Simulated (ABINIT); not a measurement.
# BeTe (F-43m): a self-consistent loop beyond G0W0, cycle by cycle

Aim: iterate the self-energy on BeTe (F-43m) and follow the gap from cycle to cycle.

Method: PBE and many-body steps on it, plane waves, in ABINIT 10.8.3.

**The experiments to reproduce.**

- Gap 2.8 eV: absolute (indirect, Gamma to X) gap, second literature value; film (quoted from earlier experiment) (quoted in “The band structure of BeTe - a combined experimental and theoretical study”, 1997, arxiv:cond-mat/9712266).

- Gap 2.7 eV: absolute (indirect, Gamma to X) gap; bulk crystal (quoted from earlier experiment) (quoted in “The band structure of BeTe - a combined experimental and theoretical study”, 1997, arxiv:cond-mat/9712266).

## Step 1: Starting point

It takes space group F-43m (No. 216, cubic). Conventional cell: a = 5.663 Å, b = 5.663 Å, c = 5.663 Å, α = 90.00°, β = 90.00°, γ = 90.00°. Be has 4 Te at 2.45 Å nearest. Nearest to Te lie 4 Be at 2.45 Å. Farther neighbours and most contacts between anions are not listed.

The cell and positions are those that the Materials Project relaxed with its own functionals (PBE, PBE+U or r2SCAN), kept fixed. Spin-orbit coupling is left out unless a step names it.

## Step 2: Empty states on the mesh, 4×4×4 mesh, 95 bands

This step: ABINIT 10.8.3; DFT, PBE, plane waves, norm-conserving pseudopotentials.

The sums over transitions need many empty states on a uniform mesh; this step solves for them.

Contents of run.abi:

```
acell 3*1.0 Angstrom
rprim 
  -0.000000000000 2.831458787600 2.831458787600
  2.831458787600 0.000000000000 2.831458787600
  2.831458787600 2.831458787600 0.000000000000
ntypat 2
znucl 4 52
natom 2
typat 1 2
xred 
  0.000000000000 0.000000000000 0.000000000000
  0.750000000000 0.750000000000 0.750000000000
pp_dirpath "pseudos"
pseudos "Be.upf, Te.upf"
ecut 49
ngkpt 4 4 4
nshiftk 1
shiftk 0 0 0
kptopt 1
chksymbreak 0
iscf -2
irdden 1
istwfk *1
nband 95
nbdbuf 8
tolwfr 1e-09
nstep 60
prtvol 0
indata_prefix "in"
outdata_prefix "out"
tmpdata_prefix "tmp"
```

Launch:

```
$ OMP_NUM_THREADS=1 mpirun -n 8 abinit run.abi > log
```

Numbers of over 12 decimals in the logs are rounded to 6 here.

Log:

```text
.Version 10.8.3 of ABINIT. v10.8.2 released Aug 2026.

 Symmetries : space group F-4 3 m (#216); Bravais cF (face-center cubic)
[... echo of the input left out ...]
== DATASET  1 ==================================================================
-   mpi_nproc: 8, omp_nthreads: 1 (-1 if OMP is not activated)

--- !DatasetInfo
iteration_state: {dtset: 1, }
dimensions: {natom: 2, nkpt: 8, mband: 95, nsppol: 1, nspinor: 1, nspden: 1, mpw: 5044, }
cutoff_energies: {ecut:  49.0, pawecutdg:  -1.0, }
[...]
2.19443    2.19443    2.19443    2.34325    2.62106    2.62106    2.63282    2.63282
   2.63282    2.65738    2.86847    2.86847    2.86847    2.96729    2.96729    3.01989
   3.01989    3.01989    3.08340    3.08341    3.08342    3.10271    3.10273
 prteigrs : prtvol=0 or 1, do not print more k-points.

== END DATASET(S) ==============================================================
================================================================================

 -outvars: echo values of variables after computation  --------
            nband          95
             nkpt           8
          spgroup         216
 [... the other variables as echoed above ...]

 Calculation completed.
```

The job ended after 18 s (8 MPI ranks of Arm Neoverse V1, shared host; peak memory 0.61 GiB; 2.3 min of CPU time).

This step gave:

```
gap                                                           : 2.027 eV
k of the valence top                                          : 0, 0, 0
k of the conduction bottom                                    : 0.5, 0.5, 0
least direct gap                                              : 3.644 eV
k points computed                                             : 8
lowest point of the top converged band, above the valence top : 66.6521 eV
```

On this mesh the gap is 2.027 eV.

The density comes from a self-consistent run that is not shown.

## Step 3: Screening, 4×4×4 mesh, 87 bands, screening to 136.1 eV

The RPA dielectric matrix is built and inverted for each q.

This step: RPA screening on PBE, plane waves, norm-conserving pseudopotentials.

run.abi, as its differences from that of step 2:

```diff
@@ -20,10 +20,11 @@
 chksymbreak 0
-iscf -2
-irdden 1
 istwfk *1
-nband 95
-nbdbuf 8
-tolwfr 1e-09
-nstep 60
-prtvol 0
+occopt 1
+irdwfk 1
+optdriver 3
+nband 87
+ecuteps 5
+inclvkb 2
+awtr 1
+symchi 1
 indata_prefix "in"
```

Log:

```text
.Version 10.8.3 of ABINIT. v10.8.2 released Aug 2026.

 Symmetries : space group F-4 3 m (#216); Bravais cF (face-center cubic)
[... echo of the input left out ...]
== DATASET  1 ==================================================================
-   mpi_nproc: 8, omp_nthreads: 1 (-1 if OMP is not activated)

--- !DatasetInfo
iteration_state: {dtset: 1, }
dimensions: {natom: 2, nkpt: 8, mband: 87, nsppol: 1, nspinor: 1, nspden: 1, mpw: 5044, }
cutoff_energies: {ecut:  49.0, pawecutdg:  -1.0, }
electrons: {nelect:   2.80000000E+01, charge:   0.00000000E+00, occopt:   1.00000000E+00, tsmear:   1.00000000E-02, }

 SCREENING: Calculation of the susceptibility and dielectric matrices

 Based on a program developped by R.W. Godby, V. Olevano, G. Onida, and L. Reining.
 Incorporated in ABINIT by V. Olevano, G.-M. Rignanese, and M. Torrent.
.Using double precision arithmetic ; gwpc =  8

[... cell and pseudopotentials left out ...]
--------------------------------------------------------------------------------

 ==== K-mesh for the wavefunctions ====
 Number of points in the irreducible wedge :     8
[... list of points left out ...]
 Together with 24 symmetry operations and time-reversal symmetry
 yields    64 points in the full Brillouin Zone.

 ==== Q-mesh for the screening function ====
 Number of points in the irreducible wedge :     8
[... list of points left out ...]
 Together with 24 symmetry operations and time-reversal symmetry
 yields    64 points in the full Brillouin Zone.

 setmesh: FFT mesh size selected  =    32x   32x   32
          total number of points  =        32768

 vcoul_init : cutoff-mode = AUXILIARY_FUNCTION
 q-points for optical limit:   1
     1)      0.000010    0.000020    0.000030

- screening: taking advantage of time-reversal symmetry
- Maximum band index for partially occupied states nbvw = 14
- Remaining bands to be divided among processors   nbcw = 73
- Number of bands treated by each node ~9

 Number of electrons calculated from density =   28.0000; Expected =   28.0000
 average of density, n =  0.091390
 r_s =    1.3772
 omega_plasma =   29.1612 [eV]

 calculating chi0 at frequencies [eV] :
  1    0.000000E+00    0.000000E+00
  2    0.000000E+00    2.916124E+01

--------------------------------------------------------------------------------
  q-point number  1        q = ( 0.000000, 0.000000, 0.000000) [r.l.u.]
--------------------------------------------------------------------------------
[... chi0 elements left out ...]
 For q-point:  0.000010 0.000020 0.000030
  dielectric constant =   8.9910
  dielectric constant without local fields =  10.3174

  Average fulfillment of the sum rule on Im[epsilon] for q-point    1 :     61.60  [%]
[... wings left out ...]
  q-point number  2        q = ( 0.250000, 0.000000, 0.000000) [r.l.u.]
--------------------------------------------------------------------------------
[... chi0 elements left out ...]
  Average fulfillment of the sum rule on Im[epsilon] for q-point    2 :     72.83  [%]

 [... 6 further q-points ...]
```

Wall time 17 s (8 MPI ranks); peak memory 1.5 GiB; 2.3 min of CPU time.

This step gave:

```yaml
eps_infinity_with_local_fields_on_this_mesh_along_the_program_s_q_direction: 8.991
the_same_without_local_fields: 10.32
plasma_frequency: 29.16 eV
plane_waves_in_the_screening_matrix: 169
```

Local fields lower ε∞ by 13 %. On a Γ-centred mesh this coarse the value itself is usually too large, while a short band sum pulls it down.

## Step 4: G0W0

The self-energy is evaluated for the states that the input lists, and the levels follow from it, in one-shot runs by the linearised quasiparticle equation.

This step: G0W0 on PBE, plane waves, norm-conserving pseudopotentials.

run.abi, as its differences from that of step 3:

```diff
@@ -23,8 +23,17 @@
 irdwfk 1
-optdriver 3
+optdriver 4
 nband 87
+gwcalctyp 0
+ecutsigx 49
+symsigma 1
+nkptgw 2
+kptgw 
+  0.0000000000 0.0000000000 0.0000000000
+  0.5000000000 0.5000000000 0.0000000000
+bdgw 
+  12 17
+  13 16
 ecuteps 5
-inclvkb 2
-awtr 1
-symchi 1
+irdscr 1
+ppmodel 1
 indata_prefix "in"
```

Log:

```text
.Version 10.8.3 of ABINIT. v10.8.2 released Aug 2026.

 Symmetries : space group F-4 3 m (#216); Bravais cF (face-center cubic)
[... echo of the input left out ...]
== DATASET  1 ==================================================================
-   mpi_nproc: 8, omp_nthreads: 1 (-1 if OMP is not activated)

--- !DatasetInfo
iteration_state: {dtset: 1, }
dimensions: {natom: 2, nkpt: 8, mband: 87, nsppol: 1, nspinor: 1, nspden: 1, mpw: 5044, }
cutoff_energies: {ecut:  49.0, pawecutdg:  -1.0, }
electrons: {nelect:   2.80000000E+01, charge:   0.00000000E+00, occopt:   1.00000000E+00, tsmear:   1.00000000E-02, }

 SIGMA: Calculation of the GW corrections

 Based on a program developped by R.W. Godby, V. Olevano, G. Onida, and L. Reining.
 Incorporated in ABINIT by V. Olevano, G.-M. Rignanese, and M. Torrent.
.Using double precision arithmetic ; gwpc =  8

[... cell and pseudopotentials left out ...]
--------------------------------------------------------------------------------

 ==== K-mesh for the wavefunctions ====
 Number of points in the irreducible wedge :     8
[... list of points left out ...]
 Together with 24 symmetry operations and time-reversal symmetry
 yields    64 points in the full Brillouin Zone.

 ==== Q-mesh for screening function ====
 Number of points in the irreducible wedge :     8
[... list of points left out ...]
 Together with 24 symmetry operations and time-reversal symmetry
 yields    64 points in the full Brillouin Zone.

 vcoul_init : cutoff-mode = AUXILIARY_FUNCTION
 q-points for optical limit:   1
     1)      0.000010    0.000020    0.000030
 setmesh: FFT mesh size selected  =    48x   48x   48
          total number of points  =       110592

 Number of electrons calculated from density =   28.0000; Expected =   28.0000
 average of density, n =  0.091390
 r_s =    1.3772
 omega_plasma =   29.1612 [eV]

 === KS Band Gaps ===
  >>>> For spin  1
   Minimum direct gap =   3.6438 [eV], located at k-point      :   0.0000  0.0000  0.0000
   Fundamental gap    =   2.0272 [eV], Top of valence bands at :   0.0000  0.0000  0.0000
                                       Bottom of conduction at :   0.5000  0.5000  0.0000
 SIGMA fundamental parameters:
 PLASMON POLE MODEL  1
 number of plane-waves for SigmaX                 5029
 number of plane-waves for SigmaC and W            169
 number of plane-waves for wavefunctions          5029
 number of bands                                    87
 number of independent spin polarizations            1
 number of spinorial components                      1
 number of k-points in IBZ                           8
 number of q-points in IBZ                           8
 number of symmetry operations                      24
 number of k-points in BZ                           64
 number of q-points in BZ                           64
 number of frequencies for dSigma/dE                 9
 frequency step for dSigma/dE [eV]                0.25
 number of omega for Sigma on real axis              0
 max omega for Sigma on real axis  [eV]           0.00
 zcut for avoiding poles [eV]                     0.10

 EPSILON^-1 parameters (SCR file):
 dimension of the eps^-1 matrix on file            169
 dimension of the eps^-1 matrix used               169
 number of plane-waves for wavefunctions          5029
 number of bands                                    87
 number of q-points in IBZ                           8
 number of frequencies                               2
 number of real frequencies                          1
 number of imag frequencies                          1

 matrix elements of self-energy operator (all in [eV])

 Perturbative Calculation

--- !SelfEnergy_ee
iteration_state: {dtset: 1, }
kpoint     : [   0.000,    0.000,    0.000, ]
spin       : 1
KS_gap     :    3.644
QP_gap     :    4.630
Delta_QP_KS:    0.987
data: !SigmaeeData |
     Band     E0 <VxcDFT>   SigX SigC(E0)      Z dSigC/dE  Sig(E)    E-E0       E
       12   5.603 -13.365 -15.205   1.117   0.805  -0.242 -13.947  -0.582   5.021
       13   5.603 -13.365 -15.205   1.117   0.805  -0.242 -13.947  -0.582   5.021
       14   5.603 -13.365 -15.205   1.117   0.805  -0.242 -13.947  -0.582   5.021
       15   9.247 -10.410  -5.838  -4.069   0.804  -0.244 -10.006   0.405   9.651
       16   9.247 -10.410  -5.838  -4.069   0.804  -0.244 -10.006   0.405   9.651
       17   9.247 -10.410  -5.838  -4.069   0.804  -0.244 -10.006   0.405   9.651

--- !SelfEnergy_ee
iteration_state: {dtset: 1, }
kpoint     : [   0.500,    0.500,    0.000, ]
spin       : 1
KS_gap     :    4.605
QP_gap     :    5.525
Delta_QP_KS:    0.920
data: !SigmaeeData |
     Band     E0 <VxcDFT>   SigX SigC(E0)      Z dSigC/dE  Sig(E)    E-E0       E
       13   3.025 -11.868 -14.670   1.795   0.791  -0.264 -12.665  -0.797   2.228
       14   3.025 -11.868 -14.670   1.795   0.791  -0.264 -12.665  -0.797   2.228
       15   7.630  -8.950  -5.056  -3.743   0.818  -0.223  -8.826   0.124   7.754
       16   8.313  -9.805  -5.781  -3.768   0.812  -0.232  -9.597   0.209   8.521

== END DATASET(S) ==============================================================
================================================================================

 -outvars: echo values of variables after computation  --------
           etotal      0.0000000000E+00
            nband          87
             nkpt           8
          spgroup         216
 [... the other variables as echoed above ...]

 Calculation completed.
```

The job ended after 4.9 s (8 MPI ranks; peak memory 1.3 GiB).

Numbers from this step:

* G0W0 gap on the points computed: 2.733 eV
* starting gap on the mesh: 2.027 eV
* k of the valence top: 0, 0, 0
* k of the conduction bottom: 0.5, 0.5, 0
* Z at the valence top: 0.805
* Z at the conduction bottom: 0.818
* least direct G0W0 gap on the computed points: 4.63 eV

The gap on the mesh goes from 2.03 eV to 2.73 eV, a correction of +0.71 eV.

## Step 5: QSGW, cycle 1

This step: QSGW on PBE, plane waves, norm-conserving pseudopotentials.

run.abi, as its differences from that of step 4:

```diff
@@ -25,12 +25,24 @@
 nband 87
-gwcalctyp 0
+gwcalctyp 28
 ecutsigx 49
-symsigma 1
-nkptgw 2
+symsigma 0
+nkptgw 8
 kptgw 
   0.0000000000 0.0000000000 0.0000000000
+  0.2500000000 0.0000000000 0.0000000000
+  0.5000000000 0.0000000000 0.0000000000
+  0.2500000000 0.2500000000 0.0000000000
+  0.5000000000 0.2500000000 0.0000000000
+  -0.2500000000 0.2500000000 0.0000000000
   0.5000000000 0.5000000000 0.0000000000
+  -0.2500000000 0.5000000000 0.2500000000
 bdgw 
-  12 17
-  13 16
+  12 24
+  12 24
+  12 24
+  12 24
+  12 24
+  12 24
+  12 24
+  12 24
 ecuteps 5
@@ -38,2 +50,3 @@
 ppmodel 1
+rhoqpmix 0.3
 indata_prefix "in"
```

Log:

```text
.Version 10.8.3 of ABINIT. v10.8.2 released Aug 2026.

 Symmetries : space group F-4 3 m (#216); Bravais cF (face-center cubic)
[... echo of the input left out ...]
== DATASET  1 ==================================================================
-   mpi_nproc: 8, omp_nthreads: 1 (-1 if OMP is not activated)

--- !DatasetInfo
iteration_state: {dtset: 1, }
dimensions: {natom: 2, nkpt: 8, mband: 87, nsppol: 1, nspinor: 1, nspden: 1, mpw: 5044, }
cutoff_energies: {ecut:  49.0, pawecutdg:  -1.0, }
electrons: {nelect:   2.80000000E+01, charge:   0.00000000E+00, occopt:   1.00000000E+00, tsmear:   1.00000000E-02, }

 SIGMA: Calculation of the GW corrections

 Based on a program developped by R.W. Godby, V. Olevano, G. Onida, and L. Reining.
 Incorporated in ABINIT by V. Olevano, G.-M. Rignanese, and M. Torrent.
.Using double precision arithmetic ; gwpc =  8

[... cell and pseudopotentials left out ...]
--------------------------------------------------------------------------------

 ==== K-mesh for the wavefunctions ====
 Number of points in the irreducible wedge :     8
[... list of points left out ...]
 Together with 24 symmetry operations and time-reversal symmetry
 yields    64 points in the full Brillouin Zone.

 ==== Q-mesh for screening function ====
 Number of points in the irreducible wedge :     8
[... list of points left out ...]
 Together with 24 symmetry operations and time-reversal symmetry
 yields    64 points in the full Brillouin Zone.

 vcoul_init : cutoff-mode = AUXILIARY_FUNCTION
 q-points for optical limit:   1
     1)      0.000010    0.000020    0.000030
 setmesh: FFT mesh size selected  =    48x   48x   48
          total number of points  =       110592

 Number of electrons calculated from density =   28.0000; Expected =   28.0000
[...]
spin       : 1
KS_gap     :    4.605
QP_gap     :    5.763
Delta_QP_KS:    1.158
data: !SigmaeeData |
     Band     E_DFT   <VxcDFT>   E(N-1)  <Hhartree>   SigX  SigC[E(N-1)]    Z     dSigC/dE  Sig[E(N)]  DeltaE  E(N)_pert E(N)_diago
[...]
--- !SelfEnergy_ee
iteration_state: {dtset: 1, }
kpoint     : [  -0.250,    0.500,    0.250, ]
spin       : 1
KS_gap     :    8.418
QP_gap     :    9.710
Delta_QP_KS:    1.292
data: !SigmaeeData |
     Band     E_DFT   <VxcDFT>   E(N-1)  <Hhartree>   SigX  SigC[E(N-1)]    Z     dSigC/dE  Sig[E(N)]  DeltaE  E(N)_pert E(N)_diago
[...]
23    22.362    -9.520    22.362    31.881    -3.071    -6.114     1.000     0.000    -9.184     0.335    22.697    22.705
       24    22.664   -10.094    22.664    32.758    -3.769    -6.038     1.000     0.000    -9.807     0.287    22.950    22.962

 New Fermi energy :        2.323774E-01 Ha ,    6.323312E+00 eV

 === QP Band Gaps ===
  >>>> For spin  1
   Minimum direct gap =   4.8710 [eV], located at k-point      :   0.0000  0.0000  0.0000
   Fundamental gap    =   2.8890 [eV], Top of valence bands at :   0.0000  0.0000  0.0000
                                       Bottom of conduction at :   0.5000  0.5000  0.0000

 writing QP data on file : out_QPS

 Convergence of QP corrections
 >>>>> For spin  1 <<<<<
.  kptgw no:  1; Maximum DeltaE = (   0.000   0.000) for band index:  1
.  kptgw no:  2; Maximum DeltaE = (  -0.723  -0.000) for band index:  1
.  kptgw no:  3; Maximum DeltaE = (  -0.780  -0.000) for band index:  1
[...]
.  kptgw no:  7; Maximum DeltaE = (  -0.839  -0.000) for band index:  1
.  kptgw no:  8; Maximum DeltaE = (  -1.007   0.000) for band index:  1

== END DATASET(S) ==============================================================
================================================================================

 -outvars: echo values of variables after computation  --------
           etotal      0.0000000000E+00
            nband          87
             nkpt           8
          spgroup         216
 [... the other variables as echoed above ...]

 Calculation completed.
```

The job ended after 92 s (8 MPI ranks; peak memory 2.9 GiB).

This step gave:

```yaml
quasiparticle_gap_on_the_mesh: 2.889 eV
gap_of_the_density_functional_on_the_mesh: 2.027 eV
k_of_the_valence_top: 0, 0, 0
k_of_the_conduction_bottom: 0.5, 0.5, 0
z_at_the_valence_top: 1
z_at_the_conduction_bottom: 1
least_direct_quasiparticle_gap_on_the_computed_points: 4.871 eV
```

Against G0W0 in ABINIT (4×4×4 mesh, 87 bands, screening to 136.1 eV, Godby-Needs plasmon pole), the gap moves by +0.156 eV.

[end of part 1 of 3]

[Paths, hosts, dates, memory and timing lines, banners, echoed tables and standing remarks are left out of the program output.]

[Logs are printed without paths, hosts, clocks, repeated set-up lines and the standing remarks that a program may print on its own settings, such as how far it seeks lower states.]

[Runs of the session that timed out or met a known fault of the program may be left out.]

[Hosts, paths, dates, database ids (printed as entryN), source tags and the programs' standing remarks are cut or masked in the printed files.]

[G0W0 gaps are taken among the corrected bands and points alone; a level outside them can change the order at an edge.]

[Where Ansatz stands beside ABINIT at settings called matched, ABINIT's density can come from a denser mesh and the files from another edition; pairs whose starting gaps differed by over 0.03 eV were left out, so agreement reads better than it is.]
